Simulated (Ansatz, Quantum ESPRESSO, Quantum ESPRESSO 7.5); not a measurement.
## Band offsets of the AlAs/GaAs(110) superlattice, 5 + 5 layers, a = 5.625 Å

Wanted: the band alignment of the AlAs/GaAs(110) superlattice, 5 + 5 layers, a = 5.625 Å.

Calculated with Quantum ESPRESSO 7.5; plane-wave DFT, LDA, GBRV ultrasoft pseudopotentials (cross-check by Ansatz 0.2.0 with PAW datasets).

Experimental background.

“Band offsets of semiconductor heterostructures: a hybrid density functional study” (2010, arxiv:1007.2635) quotes from earlier work for AlAs/GaAs (heterojunction): valence-band offset (valence top of GaAs over that of AlAs) 0.53 eV.

## (1) The starting structure

The cell holds 20 atoms: 5 Al, 10 As and 5 Ga. Cell: a = 5.625 Å, b = 3.977 Å, c = 19.887 Å, α = 90.0°, β = 90.0°, γ = 90.0°. Regions: AlAs, 10 atoms (5 Al and 5 As); GaAs, 10 atoms (5 Ga and 5 As). The structure's axis is c.

## (2) The superlattice in Ansatz, atoms held

The atoms stay on the ideal cubic sites, so that each half of the superlattice is the very crystal whose bulk edges are computed below.

Input file input.yaml:

```yaml
crystal:
  lattice:
    - [5.625, 0.0, 0.0]
    - [0.0, 3.9774756442, 0.0]
    - [0.0, 0.0, 19.8873782209]
  atoms:
    - { symbol: Al, position: [0.0, 0.0, 0.0] }
    - { symbol: As, position: [0.25, 0.5, 0.0] }
    - { symbol: Al, position: [0.5, 0.5, 0.1] }
    - { symbol: As, position: [0.75, 0.0, 0.1] }
    - { symbol: Al, position: [0.0, 0.0, 0.2] }
    - { symbol: As, position: [0.25, 0.5, 0.2] }
    - { symbol: Al, position: [0.5, 0.5, 0.3] }
    - { symbol: As, position: [0.75, 0.0, 0.3] }
    - { symbol: Al, position: [0.0, 0.0, 0.4] }
    - { symbol: As, position: [0.25, 0.5, 0.4] }
    - { symbol: Ga, position: [0.5, 0.5, 0.5] }
    - { symbol: As, position: [0.75, 0.0, 0.5] }
    - { symbol: Ga, position: [0.0, 0.0, 0.6] }
    - { symbol: As, position: [0.25, 0.5, 0.6] }
    - { symbol: Ga, position: [0.5, 0.5, 0.7] }
    - { symbol: As, position: [0.75, 0.0, 0.7] }
    - { symbol: Ga, position: [0.0, 0.0, 0.8] }
    - { symbol: As, position: [0.25, 0.5, 0.8] }
    - { symbol: Ga, position: [0.5, 0.5, 0.9] }
    - { symbol: As, position: [0.75, 0.0, 0.9] }
kpoints:
  mp_grid: { grid: [6, 8, 1] }
hamiltonian:
  xc: lda
scf:
  occupations: { method: fermi_dirac, width: 0.02 }
  convergence: { dr2_threshold: 1.0e-08 }
output:
  eigenvalues: true
  write_potential: true
  write_density: true
  volumetric_format: npy
checkpoint:
  write: relax.run
  compress: false
  write_wavefunctions: false
```

Command:

```console
$ ansatz run input.yaml --threads 4 --pin off --max-ram 8192MiB --backend cpu --events-out ev --progress --plain --runs-dir out
```

Numbers of over 12 decimals in the logs are rounded to 6 here.

What it wrote:

```text
Engine: ansatz 0.2.0, x86_64-unknown-linux-gnu
Pseudopotentials: kind: paw
Pseudopotential: Al, paw, valence charge 3, recommended cutoff 420 eV (normal), Al.paw.azcp
Pseudopotential: As, paw, valence charge 15, recommended cutoff 420 eV (normal), As.paw.azcp
Pseudopotential: Ga, paw, valence charge 13, recommended cutoff 420 eV (normal), Ga.paw.azcp
Functional definition: SPW92
  exchange = slater_x
  correlation = pw_c
Crystal: 20 atoms, lattice volume = 444.946 Å³
Basis set: ecut = 420 eV, 8721 PW (Γ)
Bands: 138, of which v1, the nominal top of the filled ones, is band 115 counted from 1 (114 counted from 0)
Symmetry: 4 space group operations
Space group: Pmm2 (ITA 25), of the structure as read, at distance tolerance 7.6e-5 Å
k-points: 20 of 48 (time reversal used)
Non-local potential: Al, projectors of the file, l = 0: 2, l = 1: 2, l = 2: 1
Non-local potential: As, projectors of the file, l = 0: 2, l = 1: 2, l = 2: 3, l = 3: 1
Non-local potential: Ga, projectors of the file, l = 0: 2, l = 1: 2, l = 2: 3, l = 3: 1
PAW form: soft (Blöchl's): semilocal exchange-correlation on the pseudo side does not see the compensation charge
PAW frozen core: Al, regenerated for the run's functional, and the local potential with it (the file was generated under x = pbe(κ = 0.804, μ = 0.219515), c = pbe(β = 0.066725))
PAW frozen core: As, regenerated for the run's functional, and the local potential with it (the file was generated under x = pbe(κ = 0.804, μ = 0.219515), c = pbe(β = 0.066725))
PAW frozen core: Ga, regenerated for the run's functional, and the local potential with it (the file was generated under x = pbe(κ = 0.804, μ = 0.219515), c = pbe(β = 0.066725))
PAW one-centre angular grid: Al, 110 points (default); XC on 64 Gauss nodes
PAW one-centre angular grid: As, 590 points (default); XC on 64 Gauss nodes
PAW one-centre angular grid: Ga, 590 points (default); XC on 64 Gauss nodes
Initial density: superposition of atomic densities (neutral atoms: chi_scale 0, normalization atom), corrected by the library's trained network
Initial wavefunctions: pseudopotential atomic-orbital guess
Functional: x = slater, c = lda
SCF iter   1: F=—  HF=-68843.845425 eV  |F-HF|=—  |Δ(HF+E_count)|=         —  Δρ=4.53e-3  dr2=5.53e-2  ethr=1.77e-3  ⟨swp⟩=6.2  Hψ=10179  notcnv=0  defer=48
preconditioner: auto → Resta (q_TF=auto, 2.444 Å⁻¹)  ε∞=3.6  [insulator: Δε(μ)=0.933 eV  Ē_g=12.440 eV  σ=0.020 eV  W_gap=1.00  n_scr=112 (ndim 8)  ℏωp=20.1 eV  f_vac=0.035  D(μ)=0.00/eV (n_scr^D=0)  ε∞_Penn≈3.6]
SCF iter   2: F=—  HF=-68843.822735 eV  |F-HF|=—  |Δ(HF+E_count)|=   2.27e-2  Δρ=2.55e-3  dr2=1.58e-2  ethr=2.41e-5  ⟨swp⟩=3.0  Hψ=5605  notcnv=0  defer=336
SCF iter   3: F=—  HF=-68843.820884 eV  |F-HF|=—  |Δ(HF+E_count)|=   1.85e-3  Δρ=4.70e-4  dr2=1.05e-3  ethr=6.87e-6  ⟨swp⟩=2.1  Hψ=3042  notcnv=0  defer=336
SCF iter   4: F=—  HF=-68843.820742 eV  |F-HF|=—  |Δ(HF+E_count)|=   1.43e-4  Δρ=1.63e-4  dr2=1.78e-4  ethr=4.58e-7  ⟨swp⟩=2.0  Hψ=4724  notcnv=0  defer=336
SCF iter   5: F=—  HF=-68843.820670 eV  |F-HF|=—  |Δ(HF+E_count)|=   7.13e-5  Δρ=8.04e-5  dr2=2.59e-5  ethr=7.75e-8  ⟨swp⟩=2.0  Hψ=4680  notcnv=0  defer=336
SCF iter   6: F=—  HF=-68843.820679 eV  |F-HF|=—  |Δ(HF+E_count)|=   8.49e-6  Δρ=1.75e-5  dr2=2.07e-6  ethr=1.13e-8  ⟨swp⟩=2.0  Hψ=4669  notcnv=0  defer=336
SCF iter   7: F=—  HF=-68843.820721 eV  |F-HF|=—  |Δ(HF+E_count)|=   4.20e-5  Δρ=5.77e-6  dr2=1.62e-7  ethr=8.99e-10  ⟨swp⟩=2.0  Hψ=4724  notcnv=0  defer=336
SCF iter   8: F=—  HF=-68843.820721 eV  |F-HF|=—  |Δ(HF+E_count)|=   3.78e-8  Δρ=1.88e-6  dr2=1.33e-8  ethr=7.06e-11  ⟨swp⟩=2.0  Hψ=4024  notcnv=0  defer=336
SCF iter   9: F=-68843.820721 eV  HF=-68843.820721 eV  |F-HF|=1.51e-9  |Δ(HF+E_count)|=   1.51e-8  Δρ=6.62e-7  dr2=1.25e-9  ethr=4.35e-12  ⟨swp⟩=9.4  Hψ=11531  notcnv=0
SCF 1 converged in 9 iterations: F = -68843.820721 eV  dr2 = 1.25e-9
  greatest PAW one-centre occupation: 0.999 electrons in one spin orbital (limit 2), on the As atom at site 17 (counted from 0), in its partial waves of l = 2
SCF converged after 9 iterations
Free energy (F): -68843.820721 eV
Harris-Foulkes:  -68843.820721 eV  (|F-HF|=1.51e-9)
Internal energy: -68843.820721 eV  (E = F + TS)
E sigma→0 (E₀):  -68843.820721 eV
Fermi energy:    7.832283 eV
--- Per-component energies (eV) ---
  E_band       = -2970.757004
  E_kinetic    = 1742.638951
  E_local      = -38871.371288  (includes V_loc(G=0)·N_el)
  E_nonlocal   = -4462.777530
  E_hartree    = 19843.843006
  E_xc         = -1333.876722
  E_vxc        = -1240.171996  (∫ρ·V_xc dr)
  E_paw        = -29321.487247  (= ΣΔE_a)
  E_vpaw       = 173.238493  (= ΣTr[D̂ρ^β])
  E_aug_tail   = -0.000462  (compensation charges beyond the density's cutoff)
  E_ewald      = -16470.462713
  E_core_change = 29.673283  (= ΣΔE_core)
  E_smearing   = -0.000000  (= −TS)
  E_closure    = -0.000000  (closes the sum)
  Σ components = -68843.820721   (vs F -68843.820721, Δ=0.00e0)
--- Band table (eV; the first three rows and the last of 20) ---
  k-point 0: bands = [... 111 lower, 7.0993, 7.2175, 7.2327, 7.3533, 8.3112, 8.4637, 9.0283, 9.0382, ... 19 higher]
  k-point 1: bands = [... 111 lower, 6.4267, 6.4402, 6.8815, 7.1722, 8.7881, 9.2383, 9.8580, 9.9729, ... 19 higher]
  k-point 2: bands = [... 111 lower, 5.8592, 5.8728, 5.9980, 6.9914, 9.1583, 9.3735, 9.4115, 9.5571, ... 19 higher]
  k-point 19: bands = [... 111 lower, 6.2044, 6.2058, 6.2175, 6.2205, 8.5566, 8.7473, 10.0012, 10.1982, ... 19 higher]
```

Run time: 34 s. Hardware: 4 threads of AMD EPYC 7R32 (Zen 2), shared host; peak memory 1.9 GiB.

Numbers from this step:

| Quantity | Value |
| --- | --- |
| free energy | -68843.8207 eV |
| Fermi energy | 7.832 eV |
| gap by band count | 0.9579 eV |
| symmetry operations | 4 |

## (3) Self-consistent run of bulk AlAs

Each bulk is run alone at the common lattice constant, to place its band edges against its own mean potential.

Level of this step: plane-wave DFT, LDA, GBRV ultrasoft pseudopotentials (Quantum ESPRESSO 7.5).

System of this step: AlAs, zinc blende at a = 5.625 Å. The structure is cubic, space group F-43m (No. 216). Conventional cell: a = 5.625 Å, b = 5.625 Å, c = 5.625 Å, α = 90.00°, β = 90.00°, γ = 90.00°. Al has 4 As at 2.44 Å nearest. Nearest to As lie 4 Al at 2.44 Å. Farther neighbours are not listed.

Input file a.in:

```
&control
  prefix = 'a'
  outdir = './out'
  pseudo_dir = './pseudo'
  calculation = 'scf'
  tprnfor = .true.
/
&system
  ibrav = 0
  nat = 4
  ntyp = 2
  ecutwfc = 40
  ecutrho = 200
  occupations = 'smearing'
  smearing = 'fd'
  degauss = 0.002
/
&electrons
  conv_thr = 1e-07
  mixing_beta = 0.5
  electron_maxstep = 120
/
ATOMIC_SPECIES
  Al  26.9815  al_lda_v1.uspp.F.UPF
  As  74.9216  as_lda_v1.uspp.F.UPF
CELL_PARAMETERS angstrom
  5.62500000000000 0.00000000000000 0.00000000000000
  0.00000000000000 3.97747564417433 0.00000000000000
  0.00000000000000 0.00000000000000 3.97747564417433
ATOMIC_POSITIONS crystal
  Al  0.000000000000 0.000000000000 0.000000000000
  As  0.250000000000 0.500000000000 0.000000000000
  Al  0.500000000000 0.500000000000 0.500000000000
  As  0.750000000000 0.000000000000 0.500000000000
K_POINTS automatic
  6 8 8 0 0 0
```

Command:

```console
$ OMP_NUM_THREADS=1 mpirun -n 4 pw.x -nk 4 -in a.in > a.out
```

What it wrote:

```text
Program PWSCF v.7.5 starts
[citation notice left out]

     Parallel version (MPI & OpenMP), running on       4 processor cores
     Number of MPI processes:                 4
     Threads/MPI process:                     1

     MPI processes distributed on     1 nodes
[...]
Current dimensions of program PWSCF are:
     Max number of different atomic species (ntypx) = 10
     Max number of k-points (npk) =  40000
     Max angular momentum in pseudopotentials (lmaxx) =  4
     Found identity + ( -0.5000 -0.5000 -0.5000) symmetry
     This is a supercell, fractional translations are disabled
     Message from routine setup:
     using ibrav=0 with symmetry is DISCOURAGED, use correct ibrav instead

     K-points division:     npool     =       4
     Subspace diagonalization in iterative solution of the eigenvalue problem:
     a serial algorithm will be used

     G-vector sticks info
     --------------------
     sticks:   dense  smooth     PW     G-vecs:    dense   smooth      PW
     Sum        1267    1021    315                28675    20399    3483

     Using Slab Decomposition

     bravais-lattice index     =            0
     lattice parameter (alat)  =      10.6297  a.u.
     unit-cell volume          =     600.5293 (a.u.)^3
     number of atoms/cell      =            4
     number of atomic types    =            2
     number of electrons       =        16.00
     number of Kohn-Sham states=           12
     kinetic-energy cutoff     =      40.0000  Ry
     charge density cutoff     =     200.0000  Ry
     scf convergence threshold =      1.0E-07
     mixing beta               =       0.5000
     number of iterations used =            8  plain     mixing
     Exchange-correlation= SLA  PZ   NOGX NOGC
                           (   1   1   0   0   0   0   0)

     celldm(1)=  10.629709  celldm(2)=   0.000000  celldm(3)=   0.000000
     celldm(4)=   0.000000  celldm(5)=   0.000000  celldm(6)=   0.000000

     crystal axes: (cart. coord. in units of alat)
               a(1) = (   1.000000   0.000000   0.000000 )
               a(2) = (   0.000000   0.707107   0.000000 )
               a(3) = (   0.000000   0.000000   0.707107 )

     reciprocal axes: (cart. coord. in units 2 pi/alat)
               b(1) = (  1.000000  0.000000  0.000000 )
               b(2) = (  0.000000  1.414214  0.000000 )
               b(3) = (  0.000000  0.000000  1.414214 )

     PseudoPot. # 1 for Al read from file:
     ./pseudo/al_lda_v1.uspp.F.UPF
     Pseudo is Ultrasoft + core correction, Zval =  3.0
     Generated by new atomic code, or converted to UPF format
     Using radial grid of  893 points,  3 beta functions with:
                l(1) =   0
                l(2) =   1
                l(3) =   2
     Q(r) pseudized with  8 coefficients,  rinner =    0.900   0.900   0.900
                                                       0.900   0.900

     PseudoPot. # 2 for As read from file:
     ./pseudo/as_lda_v1.uspp.F.UPF
     Pseudo is Ultrasoft + core correction, Zval =  5.0
     Generated by new atomic code, or converted to UPF format
     Using radial grid of  875 points,  6 beta functions with:
                l(1) =   0
                l(2) =   0
                l(3) =   1
                l(4) =   1
                l(5) =   2
                l(6) =   2
     Q(r) pseudized with  8 coefficients,  rinner =    1.300   1.300   1.300
                                                       1.300   1.300

     atomic species   valence    mass     pseudopotential
     Al                3.00    26.98150     Al( 1.00)
     As                5.00    74.92160     As( 1.00)

      8 Sym. Ops. (no inversion) found

   Cartesian axes

     site n.     atom                  positions (alat units)
         1        Al     tau(   1) = (   0.0000000   0.0000000   0.0000000  )
         2        As     tau(   2) = (   0.2500000   0.3535534   0.0000000  )
         3        Al     tau(   3) = (   0.5000000   0.3535534   0.3535534  )
         4        As     tau(   4) = (   0.7500000   0.0000000   0.3535534  )

     number of k points=    60  Fermi-Dirac smearing, width (Ry)=  0.0020
                       cart. coord. in units 2pi/alat
        k(    1) = (   0.0000000   0.0000000   0.0000000), wk =   0.0052083
        k(    2) = (   0.0000000   0.0000000   0.1767767), wk =   0.0208333
        k(    3) = (   0.0000000   0.0000000   0.3535534), wk =   0.0208333
        k(    4) = (   0.0000000   0.0000000   0.5303301), wk =   0.0208333
        k(    5) = (   0.0000000   0.0000000  -0.7071068), wk =   0.0104167
        k(    6) = (   0.0000000   0.1767767   0.1767767), wk =   0.0208333
        k(    7) = (   0.0000000   0.1767767   0.3535534), wk =   0.0416667
        k(    8) = (   0.0000000   0.1767767   0.5303301), wk =   0.0416667
        k(    9) = (   0.0000000   0.1767767  -0.7071068), wk =   0.0208333
        k(   10) = (   0.0000000   0.3535534   0.3535534), wk =   0.0208333
[...]
k(   60) = (  -0.5000000  -0.7071068  -0.7071068), wk =   0.0052083

     Dense  grid:    28675 G-vectors     FFT dimensions: (  48,  36,  36)

     Smooth grid:    20399 G-vectors     FFT dimensions: (  45,  32,  32)

     Estimated max dynamical RAM per process >      49.92 MB

     Estimated total dynamical RAM >     178.67 MB

     Initial potential from superposition of free atoms

     starting charge      15.9952, renormalised to      16.0000
     Starting wfcs are   16 randomized atomic wfcs

     total cpu time spent up to now is        1.2 secs

     per-process dynamical memory:    30.6 Mb

     Self-consistent Calculation

     iteration #  1     ecut=    40.00 Ry     beta= 0.50
     Davidson diagonalization with overlap
     ethr =  1.00E-02,  avg # of iterations =  3.2

     Threshold (ethr) on eigenvalues was too large:
     Diagonalizing with lowered threshold

     Davidson diagonalization with overlap
     ethr =  8.37E-04,  avg # of iterations =  1.1

     total cpu time spent up to now is        2.1 secs

     total energy              =     -93.02197217 Ry
     estimated scf accuracy    <       0.13650830 Ry

     iteration #  2     ecut=    40.00 Ry     beta= 0.50
[...]
total energy              =     -93.03639746 Ry
     estimated scf accuracy    <       0.01188364 Ry

     iteration #  3     ecut=    40.00 Ry     beta= 0.50
[...]
total energy              =     -93.03656189 Ry
     estimated scf accuracy    <       0.00175083 Ry

     iteration #  4     ecut=    40.00 Ry     beta= 0.50
[...]
total energy              =     -93.03670713 Ry
     estimated scf accuracy    <       0.00001406 Ry

     iteration #  5     ecut=    40.00 Ry     beta= 0.50
[...]
total energy              =     -93.03673696 Ry
     estimated scf accuracy    <       0.00000130 Ry

     iteration #  6     ecut=    40.00 Ry     beta= 0.50
[...]
c_bands:  1 eigenvalues not converged
[...]
total energy              =     -93.03673764 Ry
     estimated scf accuracy    <       0.00000016 Ry

     iteration #  7     ecut=    40.00 Ry     beta= 0.50
[...]
End of self-consistent calculation

          k = 0.0000 0.0000 0.0000 (  2541 PWs)   bands (ev):

    -7.2369  -5.2143  -0.7299   2.5722   2.5722   4.8094   4.8095   4.8095
     6.1096   6.7854   6.9935   9.0734

          k = 0.0000 0.0000 0.1768 (  2557 PWs)   bands (ev):

    -7.1320  -5.2084  -0.6488   2.0028   2.6705   3.7815   4.5013   4.7768
     6.4800   7.5435   7.7466   9.0530

          k = 0.0000 0.0000 0.3536 (  2591 PWs)   bands (ev):

    -6.8300  -5.2443  -0.4645   1.2759   2.2997   2.9538   3.7117   4.6414
     6.9352   8.2152   9.2178   9.4753

          k = 0.0000 0.0000 0.5303 (  2581 PWs)   bands (ev):

    -6.3754  -5.4466  -0.2717   1.0425   1.2416   2.7388   3.3835   4.3390
     7.5101   8.4786   9.7256   9.9764

          k = 0.0000 0.0000-0.7071 (  2556 PWs)   bands (ev):

    -5.8633  -5.8632   0.1650   0.1651   1.8411   1.8411   3.8838   3.8839
     8.1431   8.1432  10.5313  10.7153

          k = 0.0000 0.1768 0.1768 (  2581 PWs)   bands (ev):

    -7.0281  -5.1971  -0.5754   2.0271   2.1811   3.3902   4.2918   4.2919
     7.2083   8.1308   8.2392   8.3972

[...]
the Fermi energy is     5.4963 ev

!    total energy              =     -93.03673768 Ry
     estimated scf accuracy    <       0.00000008 Ry
     smearing contrib. (-TS)   =      -0.00000000 Ry
     internal energy E=F+TS    =     -93.03673768 Ry

     The total energy is F=E-TS. E is the sum of the following terms:
     one-electron contribution =       8.37989635 Ry
     hartree contribution      =       3.23118451 Ry
     xc contribution           =     -70.79112838 Ry
     ewald contribution        =     -33.85669016 Ry

     convergence has been achieved in   7 iterations

     Forces acting on atoms (cartesian axes, Ry/au):

     atom    1 type  1   force =     0.00000000    0.00000000    0.00000000
     atom    2 type  2   force =     0.00000487    0.00000000    0.00000000
     atom    3 type  1   force =     0.00000000    0.00000000    0.00000000
     atom    4 type  2   force =    -0.00000487    0.00000000    0.00000000

     Total force =     0.000007     Total SCF correction =     0.000082
     SCF correction compared to forces is large: reduce conv_thr to get better values

[...]
=------------------------------------------------------------------------------=
   JOB DONE.
=------------------------------------------------------------------------------=
```

Run time: 6.8 s. Hardware: 4 MPI ranks; peak memory 0.38 GiB.

This step gave:

```
free energy  : -1265.8293 eV
Fermi energy : 5.496 eV
```

The run needed 7 iterations to bring the estimated error under 1e-07 Ry.

[end of part 1 of 7]

[Logs are printed without paths, hosts, clocks, repeated set-up lines and the standing remarks that a program may print on its own settings, such as how far it seeks lower states.]

[Hosts, paths, dates, database ids (printed as entryN), source tags and the programs' standing remarks are cut or masked in the printed files.]

[Maps of the electrostatic potential energy from Ansatz leave out the sawtooth potential of an applied field or a dipole correction, so their vacuum need not be flat; planar profiles and work functions include it.]
